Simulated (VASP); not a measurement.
# P (R-3m) in VASP: settings compared

One crystal, P, is run at these levels: PBEsol, BLYP+D3(BJ), vdW-DF2; tasks: single point, relaxation of the atoms.

Everything below comes from runs of VASP 6.6.1. Logs are shortened: lines on timing, memory, paths and dates and some standing lists are left out, and cuts for length are marked.

## 1. Starting point

It takes space group R-3m (No. 166, trigonal). Conventional cell: a = 3.451 Å, b = 3.451 Å, c = 9.389 Å, α = 90.00°, β = 90.00°, γ = 120.00°. Around P (site symmetry 3m) lie 3 P at 2.29 Å.

This isn't the form of P at room conditions, which is orthorhombic.

## 2. Single point, PBEsol

Input file INCAR:

```
PREC = Accurate ; ENCUT = 520
EDIFF = 1E-6 ; ISMEAR = 0
SIGMA = 0.1 ; LREAL = False
LASPH = True ; NELM = 60
ALGO = Normal ; ISIF = 2
LWAVE = False ; LCHARG = True
GGA = PS ; LELF = True
LVHAR = True ; NBANDS = 12
```

Input file KPOINTS:

```
Automatic mesh
0
Gamma
  9 9 9
```

Input file POSCAR:

```
P
1.0
    1.7257251780      0.9963478961      3.1296800121
   -1.7257251780      0.9963478961      3.1296800121
    0.0000000000     -1.9926957921      3.1296800121
P
2
Cartesian
    0.0000000000      0.0000000001      7.2569744776
    0.0000000000      0.0000000000      2.1320655587
```

Potentials or basis: VASP PAW PBE potentials, release 64 (P).

Started as:

```sh
$ cat potpaw_PBE.64/P/POTCAR > POTCAR
$ mpirun -np 1 vasp_std > vasp.out
```

OUTCAR:

```text
PREC = Accurate
   ENCUT = 520
   EDIFF = 1E-6
   ISMEAR = 0
   LREAL = False
   LASPH = True
   NELM = 60
   ISIF = 2
   GGA = PS

 ion  position               nearest neighbor table
   1  0.773  0.773  0.773-   2 2.29   2 2.29   2 2.29   2 2.82   2 2.82   2 2.82
   2  0.227  0.227  0.227-   1 2.29   1 2.29   1 2.29   1 2.82   1 2.82   1 2.82

  LATTYP: Found a trigonal (rhomboedric) cell.
 ALAT       =     3.7102201415
 COS(alpha) =     0.5673129383

  Lattice vectors:

 A1 = (   1.7257251780,   0.9963478961,   3.1296800121)
 A2 = (  -1.7257251780,   0.9963478961,   3.1296800121)
 A3 = (   0.0000000000,  -1.9926957921,   3.1296800121)

Analysis of symmetry for initial positions (statically):
=====================================================================
 Subroutine PRICEL returns:
 Original cell was already a primitive cell.

 Routine SETGRP: Setting up the symmetry group for a
 trigonal (rhombohedral) supercell.

 Subroutine GETGRP returns: Found 12 space group operations
 (whereof 12 operations were pure point group operations)
 out of a pool of 12 trial point group operations.

The static configuration has the point symmetry D_3d.

Analysis of symmetry for dynamics (positions and initial velocities):
=====================================================================
 Subroutine PRICEL returns:
 Original cell was already a primitive cell.

 Routine SETGRP: Setting up the symmetry group for a
 trigonal (rhombohedral) supercell.

 Subroutine GETGRP returns: Found 12 space group operations
 (whereof 12 operations were pure point group operations)
 out of a pool of 12 trial point group operations.

The dynamic configuration has the point symmetry D_3d.

 Subroutine INISYM returns: Found 12 space group operations
 (whereof 12 operations are pure point group operations),
 and found     1 'primitive' translations

----------------------------------------------------------------------------------------

                                     Primitive cell

  volume of cell :      32.2875

  direct lattice vectors                    reciprocal lattice vectors
     1.725725178  0.996347896  3.129680012     0.289733271  0.167277582  0.106507161
    -1.725725178  0.996347896  3.129680012    -0.289733271  0.167277582  0.106507161
     0.000000000 -1.992695792  3.129680012     0.000000000 -0.334555164  0.106507161

  length of vectors
     3.710220141  3.710220141  3.710220141     0.351099605  0.351099605  0.351099605

  position of ions in fractional coordinates (direct lattice)
     0.772919750  0.772919750  0.772919750
[... 89 lines left out ...]
   NELECT =      10.0000    total number of electrons
   NUPDOWN=      -1.0000    fix difference up-down
   EMIN   =  10.00;   EMAX   =-10.00  energy-range for DOS
   EFERMI =   0.00;   METHOD = LEGACY
   ISMEAR =     0;   SIGMA  =   0.10  broadening in eV -4-tet -1-fermi 0-gaus
   EFERMI_NEDOS =   21; number of points for ismear=-14 and -15
   IALGO  =     38    algorithm
   IMIX   =      4    mixing-type and parameters
     AMIX     =   0.40;   BMIX     =  1.00
     AMIX_MAG =   1.60;   BMIX_MAG =  1.00
  volume/ion in A,a.u.               =      16.14       108.94
  Fermi-wavevector in a.u.,A,eV,Ry     =   1.107636  2.093128 16.692396  1.226857
  Thomas-Fermi vector in A             =   2.244152
   LORBIT       =      0    0 simple, 1 ext, 2 COOP (PROOUT), +10 PAW based schemes
   GGA     = PS    functional components
   LHFCALC =     F    Hartree Fock is set to
   AEXX    =    0.0000 exact exchange contribution
   IVDW    =     0    specifies the selected vdW correction
   LEPSILON=     F    determine dielectric tensor
   LRPA    =     F    only Hartree local field effects (RPA)
 non-spin polarized calculation
 Gauss-broadening in eV      SIGMA  =   0.10
  energy-cutoff  :      520.00
  volume of cell :       32.29
 maximum number of plane-waves:       886
   NGX = 13   NGY = 13   NGZ = 13

 number of electron      10.0000000 magnetization

 Free energy of the ion-electron system (eV)
  ---------------------------------------------------
  ext. energy  EPLUGINS =         0.00000000
  ---------------------------------------------------
  free energy    TOTEN  =       -11.56224178 eV

  energy without entropy =      -11.56068256  energy(sigma->0) =      -11.56146217

 E-fermi :   8.9451     XC(G=0): -10.8718

 val. band max:        8.8437073883   @ k =   0.4444   0.4444   0.4444
 cond. band min:       8.9530648552   @ k =   0.4444   0.4444   0.0000
 fundamental gap:      0.1093574669
 Fermi energy:         8.9451454728

 k-point     1 :       0.0000    0.0000    0.0000
  band No.  band energies     occupation
      1      -7.6186      2.00000
      2       5.3259      2.00000
      3       5.7657      2.00000
      4       6.0332      2.00000
      5       6.0332      2.00000
      6      10.2204      0.00000
      7      11.5384      0.00000
      8      11.5384      0.00000
      9      14.6859      0.00000
     10      14.6859      0.00000
     11      16.0192      0.00000
     12      16.0545      0.00000
[... 331 lines left out ...]
 k-point    24 :       0.4444    0.4444    0.0000
  band No.  band energies     occupation
      1      -4.1902      2.00000
      2      -0.8319      2.00000
      3       2.1693      2.00000
      4       3.5426      2.00000
      5       3.6291      2.00000
      6       8.9531      0.91083
      7      14.9248      0.00000
      8      16.2133      0.00000
      9      16.7780      0.00000
     10      17.7881      0.00000
     11      21.5684      0.00000
     12      21.6287      0.00000

 [... further k-points ...]

------------------------ aborting loop because EDIFF is reached ----------------------------------------

  FORCE on cell =-STRESS in cart. coord.  units (eV):
  Direction    XX          YY          ZZ          XY          YZ          ZX
  --------------------------------------------------------------------------------------
  -------------------------------------------------------------------------------------
  Total       -0.2492569     -0.2492569     -0.5840097      0.0000000     -0.0000000      0.0000000
  in kB      -12.3686977    -12.3686977    -28.9798951      0.0000000     -0.0000000      0.0000000
  external PRESSURE =     -17.9057635 kB  Pullay stress =       0.0000000 kB

 VOLUME and BASIS-vectors are now :
 -----------------------------------------------------------------------------
  energy-cutoff  :      520.00
  volume of cell :       32.29
      direct lattice vectors                 reciprocal lattice vectors
     1.725725178  0.996347896  3.129680012     0.289733271  0.167277582  0.106507161
    -1.725725178  0.996347896  3.129680012    -0.289733271  0.167277582  0.106507161
     0.000000000 -1.992695792  3.129680012     0.000000000 -0.334555164  0.106507161

 POSITION                                       TOTAL-FORCE (eV/Angst)
 -----------------------------------------------------------------------------------
      0.00000      0.00000      7.25697         0.000000     -0.000000     -0.236763
      0.00000     -0.00000      2.13207         0.000000      0.000000      0.236763
 -----------------------------------------------------------------------------------
    total drift:                               -0.000000     -0.000000      0.000000

  FREE ENERGIE OF THE ION-ELECTRON SYSTEM (eV)
  ---------------------------------------------------
  free  energy   TOTEN  =       -11.5622417820 eV

  energy  without entropy=      -11.5606825614  energy(sigma->0) =      -11.56146217
```

OSZICAR:

```text
N       E                     dE             d eps       ncg     rms          rms(c)
DAV:   1     0.211047948930E+02    0.21105E+02   -0.44502E+03  2048   0.715E+02
DAV:   2    -0.103443133280E+02   -0.31449E+02   -0.29970E+02  2808   0.116E+02
DAV:   3    -0.116051476774E+02   -0.12608E+01   -0.12499E+01  2632   0.215E+01
DAV:   4    -0.116133301938E+02   -0.81825E-02   -0.81799E-02  2440   0.207E+00
DAV:   5    -0.116133934731E+02   -0.63279E-04   -0.63277E-04  2728   0.177E-01    0.682E+00
DAV:   6    -0.115799061494E+02    0.33487E-01   -0.81686E-03  2408   0.520E-01    0.403E+00
DAV:   7    -0.115621842421E+02    0.17722E-01   -0.16632E-02  2408   0.785E-01    0.798E-02
DAV:   8    -0.115622266357E+02   -0.42394E-04   -0.12686E-03  2380   0.238E-01    0.548E-02
DAV:   9    -0.115622370688E+02   -0.10433E-04   -0.42342E-05  2600   0.438E-02    0.333E-02
DAV:  10    -0.115622415742E+02   -0.45054E-05   -0.48269E-06  2416   0.139E-02    0.493E-03
DAV:  11    -0.115622417820E+02   -0.20776E-06   -0.32586E-07  1408   0.400E-03
   1 F= -.11562242E+02 E0= -.11561462E+02  d E =-.155922E-02
```

Run time: 15 s. Hardware: 1 thread of Intel Xeon Platinum 8488C (Sapphire Rapids), shared host; peak memory 0.16 GiB.

What came out:

```
Free energy            : -11.5622 eV
Pressure               : -1.8 GPa
Largest force          : 0.237 eV/Å
Band gap on the k mesh : none (metal or under the smearing width)
```

Forces on the atoms (eV/Å):
```
P    0.000  0.000 -0.237
P    0.000  0.000  0.237
```

Caveat: the PAW data sets were made with another functional, which shifts forces and pressure a little.

## 3. Single point, PBEsol

Input file run.py:

```python
from ase.calculators.vasp import Vasp
from ase.dft.bandgap import bandgap
from ase.io import read

atoms = read('POSCAR')
calc = Vasp(
    directory='calc',
    xc='pbesol',
    pp='PBE',
    setups='recommended',
    prec='Accurate',
    encut=520,
    ediff=1e-06,
    ismear=0,
    sigma=0.1,
    lreal=False,
    lasph=True,
    nelm=60,
    algo='Fast',
    isif=2,
    lwave=False,
    lcharg=False,
    kpts=[9, 9, 9],
    gamma=True,
)
atoms.calc = calc

print('energy (eV):', atoms.get_potential_energy())
print('free energy (eV):', atoms.get_potential_energy(force_consistent=True))
print('forces (eV/A):')
print(atoms.get_forces())
print('stress (eV/A^3, Voigt):', atoms.get_stress())
print('Fermi level (eV):', calc.get_fermi_level())
gap, top, bottom = bandgap(calc)
print('band gap (eV):', gap, 'from (spin, k, band)', top, 'to', bottom)
```

Input file POSCAR:

```
P
1.0
    1.7257251780      0.9963478961      3.1296800121
   -1.7257251780      0.9963478961      3.1296800121
    0.0000000000     -1.9926957921      3.1296800121
P
2
Direct
    0.7729197500      0.7729197500      0.7729197500
    0.2270802500      0.2270802500      0.2270802500
```

Potentials or basis: VASP PAW PBE potentials, release 64 (P).

Started as:

```sh
$ python run.py
```

Wall time 17 s (1 thread of Intel Xeon Platinum 8488C (Sapphire Rapids), shared host); peak memory 0.15 GiB.

It converged, with:

| Quantity | Value |
| --- | --- |
| Free energy | -11.5622 eV |
| Pressure | -1.8 GPa |
| Largest force | 0.236 eV/Å |
| Band gap on the k mesh | none (metal or under the smearing width) |

Forces on the atoms (eV/Å):
```
P    0.000  0.000 -0.236
P    0.000  0.000  0.236
```

Stress tensor (GPa, compression positive):
```
-1.25  0.00  0.00
 0.00 -1.25  0.00
 0.00  0.00 -2.91
```

Levels at points of the mesh, in eV from the Fermi level:
| k point | band 2 | band 3 | band 4 | band 5 | band 6 | band 7 | band 8 | band 9 |
| --- | --- | --- | --- | --- | --- | --- | --- | --- |
| (0.00, 0.00, 0.00) | -3.62 | -3.18 | -2.91 | -2.91 | 1.28 | 2.59 | 2.59 | 5.74 |

Caveat: the PAW data sets were made with another functional, which shifts forces and pressure a little.

## 4. Relaxation of the atoms, BLYP+D3(BJ) (volume scaled by 1.04)

Input file INCAR:

```
SYSTEM = P
AGGAC = 1.0
AGGAX = 1.0
ALDAC = 0.0
ALDAX = 1.0
ALGO = Normal
AMIX = 0.4
EDIFF = 1E-6
EDIFFG = 1E-4
ENCUT = 520
GGA = B5
IBRION = 2
IMIX = 1
ISIF = 2
ISMEAR = 0
IVDW = 12
LASPH = .TRUE.
LCHARG = .FALSE.
LREAL = .FALSE.
LWAVE = .FALSE.
NBANDS = 29
NELM = 100
NSW = 40
PREC = Accurate
SIGMA = 0.1
VDW_A1 = 0.4298
VDW_A2 = 4.2359
VDW_S6 = 1.0
VDW_S8 = 2.6996
```

Input file KPOINTS:

```
k-points
0
G
  9 9 9
  0 0 0
```

Input file POSCAR:

```
P
1.0
    1.7484346925      1.0094592404      3.1708647352
   -1.7484346925      1.0094592404      3.1708647352
    0.0000000000     -2.0189184807      3.1708647352
P
2
Selective dynamics
Direct
    0.7729197500      0.7729197500      0.7729197500  F F F
    0.2270802500      0.2270802500      0.2270802500  T T T
```

Started as:

```sh
$ cat potpaw_PBE.64/P/POTCAR > POTCAR
$ mpirun -np 1 vasp_std > vasp.out
```

Wall time 1.7 min (1 thread of Intel Xeon Platinum 8488C (Sapphire Rapids), shared host); peak memory 0.19 GiB.

It converged, with:

* Free energy: -10.8044 eV
* Energy gained by relaxing: 1.1 meV/atom
* Ionic steps: 3
* Pressure after relaxing: -2.5 GPa
* Band gap on the k mesh: none (metal or under the smearing width)
* Dispersion energy per atom: -0.904 eV

Stress tensor (GPa, compression positive):
```
-2.72  0.00  0.00
 0.00 -2.72  0.00
 0.00  0.00 -1.94
```

Step by step:
```
step  energy change (eV)  largest force (eV/Å)  pressure (GPa)
   1              0.0000                0.2042           -3.06
   2             -0.0015                0.1099           -2.78
   3             -0.0022                0.0036           -2.46
```

Final structure:
```cif
data_structure
_symmetry_space_group_name_H-M 'P 1'
_symmetry_Int_Tables_number 1
_cell_length_a 3.7590
_cell_length_b 3.7590
_cell_length_c 3.7590
_cell_angle_alpha 55.437
_cell_angle_beta 55.437
_cell_angle_gamma 55.437
_cell_volume 33.58
loop_
_atom_site_label
_atom_site_type_symbol
_atom_site_fract_x
_atom_site_fract_y
_atom_site_fract_z
_atom_site_occupancy
P1 P 0.77292 0.77292 0.77292 1
P2 P 0.22484 0.22484 0.22484 1
```

Levels at points of the mesh, in eV from the Fermi level:
```tsv
k point	band 2	band 3	band 4	band 5	band 6	band 7	band 8	band 9
(0.00, 0.00, 0.00)	-4.07	-3.04	-3.01	-3.01	1.24	2.53	2.53	5.98
```

Caveat: the PAW data sets were made with another functional, which shifts forces and pressure a little; pairwise dispersion overbinds metals, which lowers pressure and volume.

## 5. Relaxation of the atoms, vdW-DF2 (atoms moved at random, drawn with an rms of 0.02 Å)

Input file INCAR:

```
PREC = Accurate
ENCUT = 500
EDIFF = 1E-6
ISMEAR = -1
SIGMA = 0.05
LREAL = F
LASPH = T
NELM = 100
ALGO = Normal
ISIF = 2
LWAVE = F
LCHARG = F
GGA = ML
LUSE_VDW = T
AGGAC = 0.0
ZAB_VDW = -1.8867
IBRION = 2
NSW = 40
EDIFFG = -0.02
```

Input file KPOINTS:

```
Automatic mesh
0
Gamma
  9 9 9
```

Input file POSCAR:

```
P
1.0
    1.7257251780      0.9963478961      3.1296800121
   -1.7257251780      0.9963478961      3.1296800121
    0.0000000000     -1.9926957921      3.1296800121
P
2
Selective dynamics
Direct
    0.7684830000      0.7774590000      0.7668720000  F F F
    0.2257350000      0.2291030000      0.2269390000  T T T
```

Potentials or basis: VASP PAW PBE potentials, release 54 (P).

Started as:

```sh
$ cat potpaw_PBE.54/P/POTCAR > POTCAR
$ mpirun -np 1 vasp_std > vasp.out
```

Wall time 3.7 min (1 thread of Intel Xeon Platinum 8488C (Sapphire Rapids), shared host); peak memory 0.38 GiB.

Results (log left out):

```yaml
Free_energy: -6.6418 eV
Energy_gained_by_relaxing: 2.0 meV/atom
Ionic_steps: 6
Pressure_after_relaxing: 12.8 GPa
Band_gap_on_the_k_mesh: none (metal or under the smearing width)
```

Stress tensor (GPa, compression positive):
```
12.68  0.00  0.00
 0.00 12.68  0.00
 0.00  0.00 12.94
```

The path:
```
step  energy change (eV)  largest force (eV/Å)  pressure (GPa)
   1              0.0000                0.2651           11.96
   2             -0.0026                0.1479           12.34
   3             -0.0038                0.0405           12.78
   4             -0.0038                0.0409           12.81
   5             -0.0038                0.0282           12.79
   6             -0.0039                0.0020           12.77
```

Final structure:
```yaml
crystal:
  lattice:
    - [1.72573, 0.99635, 3.12968]
    - [-1.72573, 0.99635, 3.12968]
    - [0.00000, -1.99270, 3.12968]
  atoms:
    - { symbol: P, position: [0.76848, 0.77746, 0.76687] }
    - { symbol: P, position: [0.22204, 0.23096, 0.22039] }
```

Levels at points of the mesh, in eV from the Fermi level:
```csv
k point,band 3,band 4,band 5,band 6,band 7,band 8
"(0.00, 0.00, 0.00)",-3.28,-3.15,-3.15,1.34,2.58,2.58
```

Caveat: the PAW data sets were made with another functional, which shifts forces and pressure a little.

## 6. Summary

```csv
task,level,potentials or basis,cell,cutoff (eV),smearing,atoms held fixed (from 0),other keys,gap on the mesh (eV),pressure (GPa)
single point,PBEsol,"VASP PAW PBE potentials, release 64 (P)",as given,520,gaussian 0.1 eV,-,-,none,-1.8
relaxation of the atoms,BLYP+D3(BJ),"VASP PAW PBE potentials, release 64 (P)",atoms relaxed from: volume scaled by 1.04,520,gaussian 0.1 eV,[0],EDIFFG = 0.0001; IMIX = 1; AMIX = 0.4; NBANDS = 29,none,-2.5
relaxation of the atoms,vdW-DF2,"VASP PAW PBE potentials, release 54 (P)","atoms relaxed from: atoms moved at random, drawn with an rms of 0.02 Å",500,fermi-dirac 0.05 eV,[0],-,none,12.8
```

Alike in all rows: no spin polarisation; k mesh 9 × 9 × 9.

Caveats: the PAW data sets were made with another functional, which shifts forces and pressure a little; pairwise dispersion overbinds metals, which lowers pressure and volume (some runs).

Absolute energies hang on the potentials; compare differences alone.
